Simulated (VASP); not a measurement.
# SnTe (Pm-3m) in VASP: notebook

One crystal, SnTe, is run at these levels: PBE, r2SCAN; tasks: single point, relaxation of the atoms.

Program: VASP 6.6.1. These are calculated values, not measurements. Logs are shortened: lines on timing, memory, paths and dates and some standing lists are left out, and cuts for length are marked.

## Step 1: The structure

Symmetry: Pm-3m, No. 221, cubic system. The conventional cell has a = 3.905 Å, b = 3.905 Å, c = 3.905 Å, α = 90.00°, β = 90.00°, γ = 90.00°. Te (site symmetry m-3m) is surrounded by 8 Sn at 3.38 Å. Sn (site symmetry m-3m) is surrounded by 8 Te at 3.38 Å.

Measurements of this composition are mostly on another form, of space group No. 225.

## Step 2: Single point, PBE

Contents of INCAR:

```
PREC = Accurate
ENCUT = 500
EDIFF = 1E-7
ISMEAR = 0
SIGMA = 0.02
LREAL = False
LASPH = True
NELM = 100
ALGO = Normal
ISIF = 2
LWAVE = False
LCHARG = True
GGA = PE
LELF = True
LVHAR = True
```

Contents of KPOINTS:

```
regular mesh
0
Gamma
  5 5 5
```

Contents of POSCAR:

```
SnTe
1.0
    3.9047000000      0.0000000000      0.0000000000
    0.0000000000      3.9047000000      0.0000000000
    0.0000000000      0.0000000000      3.9047000000
Te Sn
1 1
Direct
    0.5000000000      0.5000000000      0.5000000000
    0.0000000000      0.0000000000      0.0000000000
```

Potentials or basis: VASP PAW PBE potentials, release 64 (Te_GW, Sn_d_GW).

The run is started by

```bash
> cat potpaw_PBE.64/Te_GW/POTCAR potpaw_PBE.64/Sn_d_GW/POTCAR > POTCAR
> mpirun -np 1 vasp_std > vasp.out
```

OUTCAR:

```text
PREC = Accurate
   ENCUT = 500
   EDIFF = 1E-7
   ISMEAR = 0
   LREAL = False
   LASPH = True
   NELM = 100
   ISIF = 2
   GGA = PE

 ion  position               nearest neighbor table
   1  0.500  0.500  0.500-   2 3.38   2 3.38   2 3.38   2 3.38   2 3.38   2 3.38   2 3.38   2 3.38

   2  0.000  0.000  0.000-   1 3.38   1 3.38   1 3.38   1 3.38   1 3.38   1 3.38   1 3.38   1 3.38

  LATTYP: Found a simple cubic cell.
 ALAT       =     3.9047000000

  Lattice vectors:

 A1 = (   3.9047000000,   0.0000000000,   0.0000000000)
 A2 = (   0.0000000000,   3.9047000000,   0.0000000000)
 A3 = (   0.0000000000,   0.0000000000,   3.9047000000)

Analysis of symmetry for initial positions (statically):
=====================================================================
 Subroutine PRICEL returns:
 Original cell was already a primitive cell.

 Routine SETGRP: Setting up the symmetry group for a
 simple cubic supercell.

 Subroutine GETGRP returns: Found 48 space group operations
 (whereof 48 operations were pure point group operations)
 out of a pool of 48 trial point group operations.

The static configuration has the point symmetry O_h .

Analysis of symmetry for dynamics (positions and initial velocities):
=====================================================================
 Subroutine PRICEL returns:
 Original cell was already a primitive cell.

 Routine SETGRP: Setting up the symmetry group for a
 simple cubic supercell.

 Subroutine GETGRP returns: Found 48 space group operations
 (whereof 48 operations were pure point group operations)
 out of a pool of 48 trial point group operations.

The dynamic configuration has the point symmetry O_h .

 Subroutine INISYM returns: Found 48 space group operations
 (whereof 48 operations are pure point group operations),
 and found     1 'primitive' translations

----------------------------------------------------------------------------------------

                                     Primitive cell

  volume of cell :      59.5337

  direct lattice vectors                    reciprocal lattice vectors
     3.904700000  0.000000000  0.000000000     0.256101621  0.000000000  0.000000000
     0.000000000  3.904700000  0.000000000     0.000000000  0.256101621  0.000000000
     0.000000000  0.000000000  3.904700000     0.000000000  0.000000000  0.256101621

  length of vectors
     3.904700000  3.904700000  3.904700000     0.256101621  0.256101621  0.256101621

  position of ions in fractional coordinates (direct lattice)
     0.500000000  0.500000000  0.500000000
     0.000000000  0.000000000  0.000000000

  ion indices of the primitive-cell ions
   primitive index   ion index
                 1           1
                 2           2

----------------------------------------------------------------------------------------

 KPOINTS: regular mesh

Automatic generation of k-mesh.
 Grid dimensions read from file:
 generate k-points for:    5    5    5

 Generating k-lattice:

  Cartesian coordinates                     Fractional coordinates (reciprocal lattice)
     0.051220324  0.000000000  0.000000000     0.200000000  0.000000000  0.000000000
     0.000000000  0.051220324  0.000000000     0.000000000  0.200000000  0.000000000
     0.000000000  0.000000000  0.051220324     0.000000000  0.000000000  0.200000000

  Length of vectors
     0.051220324  0.051220324  0.051220324

  Shift w.r.t. Gamma in fractional coordinates (k-lattice)
     0.000000000  0.000000000  0.000000000

 Subroutine IBZKPT returns following result:
 ===========================================

 Found     10 irreducible k-points:

 Following reciprocal coordinates:
            Coordinates               Weight
  0.000000  0.000000  0.000000      1.000000
  0.200000  0.000000  0.000000      6.000000
  0.400000  0.000000  0.000000      6.000000
  0.200000  0.200000  0.000000     12.000000
  0.400000  0.200000  0.000000     24.000000
  0.400000  0.400000  0.000000     12.000000
  0.200000  0.200000  0.200000      8.000000
  0.400000  0.200000  0.200000     24.000000
  0.400000  0.400000  0.200000     24.000000
  0.400000  0.400000  0.400000      8.000000
   k-points           NKPTS =     10   k-points in BZ     NKDIM =     10   number of bands    NBANDS=     14
   number of dos      NEDOS =    301   number of ions     NIONS =      2
   total plane-waves  NPLWV =  21952
   dimension x,y,z NGX =    28 NGY =   28 NGZ =   28
   dimension x,y,z NGXF=    56 NGYF=   56 NGZF=   56
   ions per type =               1   1
   NGX,Y,Z   is equivalent  to a cutoff of  11.92, 11.92, 11.92 a.u.
   NGXF,Y,Z  is equivalent  to a cutoff of  23.84, 23.84, 23.84 a.u.
 SYSTEM =  unknown system
   PREC   = accura    normal or accurate (medium, high low for compatibility)
   ISTART =      0    job   : 0-new  1-cont  2-samecut
   ICHARG =      2    charge: 1-file 2-atom 10-const
   ISPIN  =      1    spin polarized calculation?
   LNONCOLLINEAR =      F non collinear calculations
   LSORBIT =      F    spin-orbit coupling
   LASPH  =      T    aspherical Exc in radial PAW
   ENCUT  =  500.0 eV  36.75 Ry    6.06 a.u.   7.12  7.12  7.12*2*pi/ulx,y,z
   NELM   =    100;   NELMIN=  2; NELMDL= -5     # of ELM steps
   EDIFF  = 0.1E-06   stopping-criterion for ELM
   LREAL  =      F    real-space projection
   EDIFFG = 0.1E-05   stopping-criterion for IOM
   NSW    =      0    number of steps for IOM
   IBRION =     -1    ionic relax: 0-MD 1-quasi-New 2-CG
   NFREE  =      0    steps in history (QN), initial steepest desc. (CG)
   ISIF   =      2    stress and relaxation
   ISYM   =      2    0-nonsym 1-usesym 2-fastsym
   POTIM  = 0.5000    time-step for ionic-motion
   TEBEG  =    0.0;   TEEND  =   0.0 temperature during run
   PSTRESS=    0.0 pullay stress
   NELECT =      20.0000    total number of electrons
   NUPDOWN=      -1.0000    fix difference up-down
   EMIN   =  10.00;   EMAX   =-10.00  energy-range for DOS
   EFERMI =   0.00;   METHOD = LEGACY
   ISMEAR =     0;   SIGMA  =   0.02  broadening in eV -4-tet -1-fermi 0-gaus
   EFERMI_NEDOS =   21; number of points for ismear=-14 and -15
   IALGO  =     38    algorithm
   IMIX   =      4    mixing-type and parameters
     AMIX     =   0.40;   BMIX     =  1.00
     AMIX_MAG =   1.60;   BMIX_MAG =  1.00
  volume/ion in A,a.u.               =      29.77       200.88
  Fermi-wavevector in a.u.,A,eV,Ry     =   1.138057  2.150615 17.621893  1.295173
  Thomas-Fermi vector in A             =   2.274761
   LORBIT       =      0    0 simple, 1 ext, 2 COOP (PROOUT), +10 PAW based schemes
   GGA     = PE    functional components
   LHFCALC =     F    Hartree Fock is set to
   AEXX    =    0.0000 exact exchange contribution
   IVDW    =     0    specifies the selected vdW correction
   LEPSILON=     F    determine dielectric tensor
   LRPA    =     F    only Hartree local field effects (RPA)
 non-spin polarized calculation
 Gauss-broadening in eV      SIGMA  =   0.02
  energy-cutoff  :      500.00
  volume of cell :       59.53
 maximum number of plane-waves:      1523
   NGX = 15   NGY = 15   NGZ = 15

 number of electron      19.9999991 magnetization

 Free energy of the ion-electron system (eV)
  ---------------------------------------------------
  ext. energy  EPLUGINS =         0.00000000
  ---------------------------------------------------
  free energy    TOTEN  =        -7.09086360 eV

  energy without entropy =       -7.08986674  energy(sigma->0) =       -7.09036517

 E-fermi :   6.0835     XC(G=0):  -9.9056

 val. band max:        5.8291511344   @ k =   0.2000   0.2000   0.0000
 cond. band min:       6.0862300519   @ k =   0.2000   0.2000   0.2000
 fundamental gap:      0.2570789175
 Fermi energy:         6.0834524187

 k-point     1 :       0.0000    0.0000    0.0000
  band No.  band energies     occupation
      1     -15.6708      2.00000
      2     -15.6708      2.00000
      3     -15.6330      2.00000
      4     -15.6330      2.00000
      5     -15.6330      2.00000
      6      -6.3498      2.00000
      7       0.6423      2.00000
      8       4.2361      2.00000
      9       4.2361      2.00000
     10       4.2361      2.00000
     11       9.5575      0.00000
     12       9.5575      0.00000
     13      11.3019      0.00000
     14      11.3019      0.00000

 k-point     2 :       0.2000    0.0000    0.0000
  band No.  band energies     occupation
      1     -15.6703      2.00000
      2     -15.6596      2.00000
      3     -15.6366      2.00000
      4     -15.6366      2.00000
      5     -15.6327      2.00000
      6      -6.0464      2.00000
      7      -0.3025      2.00000
      8       4.3047      2.00000
      9       4.5932      2.00000
     10       4.5932      2.00000
     11       9.4555      0.00000
     12       9.9002      0.00000
     13      10.2717      0.00000
     14      10.2717      0.00000

 k-point     3 :       0.4000    0.0000    0.0000
  band No.  band energies     occupation
      1     -15.6696      2.00000
      2     -15.6426      2.00000
      3     -15.6426      2.00000
      4     -15.6415      2.00000
      5     -15.6323      2.00000
      6      -5.3441      2.00000
      7      -1.8843      2.00000
      8       5.2339      2.00000
      9       5.4646      2.00000
     10       5.4646      2.00000
     11       7.0698      0.00000
     12       8.5146      0.00000
     13       8.5146      0.00000
     14      10.9007      0.00000
[... 86 lines left out ...]
 k-point     9 :       0.4000    0.4000    0.2000
  band No.  band energies     occupation
      1     -15.6548      2.00000
      2     -15.6455      2.00000
      3     -15.6452      2.00000
      4     -15.6433      2.00000
      5     -15.6250      2.00000
      6      -4.4012      2.00000
      7      -0.5880      2.00000
      8       1.7904      2.00000
      9       2.6715      2.00000
     10       4.4949      2.00000
     11       6.7637      0.00000
     12       7.8634      0.00000
     13       8.8877      0.00000
     14      13.7763      0.00000

 k-point    10 :       0.4000    0.4000    0.4000
  band No.  band energies     occupation
      1     -15.6531      2.00000
      2     -15.6524      2.00000
      3     -15.6524      2.00000
      4     -15.6246      2.00000
      5     -15.6246      2.00000
      6      -4.0516      2.00000
      7       0.1482      2.00000
      8       2.8387      2.00000
      9       2.8741      2.00000
     10       2.8741      2.00000
     11       5.4335      2.00000
     12       5.4335      2.00000
     13       6.7364      0.00000
     14      16.9860      0.00000

------------------------ aborting loop because EDIFF is reached ----------------------------------------

  FORCE on cell =-STRESS in cart. coord.  units (eV):
  Direction    XX          YY          ZZ          XY          YZ          ZX
  --------------------------------------------------------------------------------------
  -------------------------------------------------------------------------------------
  Total       -0.1829039     -0.1829039     -0.1829039     -0.0000000      0.0000000     -0.0000000
  in kB       -4.9223277     -4.9223277     -4.9223277     -0.0000000      0.0000000     -0.0000000
  external PRESSURE =      -4.9223277 kB  Pullay stress =       0.0000000 kB

 VOLUME and BASIS-vectors are now :
 -----------------------------------------------------------------------------
  energy-cutoff  :      500.00
  volume of cell :       59.53
      direct lattice vectors                 reciprocal lattice vectors
     3.904700000  0.000000000  0.000000000     0.256101621  0.000000000  0.000000000
     0.000000000  3.904700000  0.000000000     0.000000000  0.256101621  0.000000000
     0.000000000  0.000000000  3.904700000     0.000000000  0.000000000  0.256101621

 POSITION                                       TOTAL-FORCE (eV/Angst)
 -----------------------------------------------------------------------------------
      1.95235      1.95235      1.95235         0.000000      0.000000      0.000000
      0.00000      0.00000      0.00000         0.000000      0.000000      0.000000
 -----------------------------------------------------------------------------------
    total drift:                               -0.000000      0.000000     -0.000000

  FREE ENERGIE OF THE ION-ELECTRON SYSTEM (eV)
  ---------------------------------------------------
  free  energy   TOTEN  =        -7.0908635992 eV

  energy  without entropy=       -7.0898667364  energy(sigma->0) =       -7.09036517
```

Wall time 5.8 s (1 thread of Intel Xeon 6975P-C (Granite Rapids), shared host); peak memory 0.17 GiB.

Results:

```yaml
Free_energy: -7.0909 eV
Pressure: -0.5 GPa
Band_gap_on_the_k_mesh: none (metal or under the smearing width)
```

Levels at points of the mesh, in eV from the Fermi level:
```tsv
k point	band 7	band 8	band 9	band 10	band 11	band 12	band 13	band 14
(0.00, 0.00, 0.00)	-5.44	-1.85	-1.85	-1.85	3.47	3.47	5.22	5.22
```

The run has no spin-orbit coupling, so splittings on Te are missing.

## Step 3: Relaxation of the atoms, r2SCAN (atoms moved at random, drawn with an rms of 0.15 Å)

Contents of INCAR:

```
SYSTEM = SnTe
ALGO = Normal
EDIFF = 1E-6
EDIFFG = -0.005
ENCUT = 520
IBRION = 2
ISIF = 2
ISMEAR = 0
LASPH = .TRUE.
LCHARG = .FALSE.
LMIXTAU = .TRUE.
LREAL = .FALSE.
LWAVE = .FALSE.
METAGGA = R2SCAN
NELM = 80
NSW = 60
PREC = Accurate
SIGMA = 0.05
```

Contents of KPOINTS:

```
k-points
0
G
  5 5 5
  0 0 0
```

Contents of POSCAR:

```
SnTe
1.0
    3.9047000000      0.0000000000      0.0000000000
    0.0000000000      3.9047000000      0.0000000000
    0.0000000000      0.0000000000      3.9047000000
Te Sn
1 1
Direct
    0.5073360000      0.4904430000      0.4407830000
   -0.0034720000     -0.0135810000     -0.0186610000
```

Potentials or basis: VASP PAW PBE potentials, release 64 (Te, Sn_d).

The run is started by

```bash
> cat potpaw_PBE.64/Te/POTCAR potpaw_PBE.64/Sn_d/POTCAR > POTCAR
> mpirun -np 1 vasp_std > vasp.out
```

Run time: 22 min. Hardware: 1 thread of AMD EPYC 9R45 (Zen 5), shared host; peak memory 0.18 GiB.

The run converged. Its results:

```
Free energy               : -50.1604 eV
Energy gained by relaxing : 38.1 meV/atom
Ionic steps               : 16
Pressure after relaxing   : 3.0 GPa
Band gap on the k mesh    : none (metal or under the smearing width)
```

Stress tensor (GPa, compression positive):
```
 2.70  0.00 -0.03
 0.00  2.70  0.01
-0.03  0.01  3.49
```

Step by step:
```tsv
step	energy change (eV)	largest force (eV/Å)	pressure (GPa)
1	0.0000	0.1567	-0.69
2	-0.0024	0.1583	-0.68
3	-0.0099	0.1643	-0.50
4	-0.0236	0.1280	-0.02
5	-0.0647	0.1966	2.39
6	0.0706	1.0634	6.98
7	-0.0715	0.0701	2.94
8	-0.0718	0.0596	3.09
9	-0.0734	0.0551	3.17
10	-0.0739	0.0678	3.24
11	-0.0753	0.0282	3.07
12	-0.0758	0.0159	2.97
13	-0.0758	0.0440	2.81
14	-0.0759	0.0315	2.87
15	-0.0762	0.0062	2.95
16	-0.0762	0.0014	2.97
```

Final structure:
```
Te Sn
1.0
     3.90470    0.00000    0.00000
     0.00000    3.90470    0.00000
     0.00000    0.00000    3.90470
Te Sn
1 1
Direct
  0.50282 0.48812 0.38682
  0.00104 0.98875 0.03530
```

Levels at points of the mesh, in eV from the Fermi level:
| k point | band 6 | band 7 | band 8 | band 9 | band 10 | band 11 | band 12 | band 13 | band 14 |
| --- | --- | --- | --- | --- | --- | --- | --- | --- | --- |
| (0.00, 0.00, 0.00) | -13.16 | -5.22 | -2.30 | -2.30 | -1.39 | 2.21 | 3.78 | 5.84 | 5.85 |

Caveat: the PAW data sets were made with another functional, which shifts forces and pressure a little. Spin-orbit coupling is left out, which matters for the levels of Te.

[end of part 1 of 2]
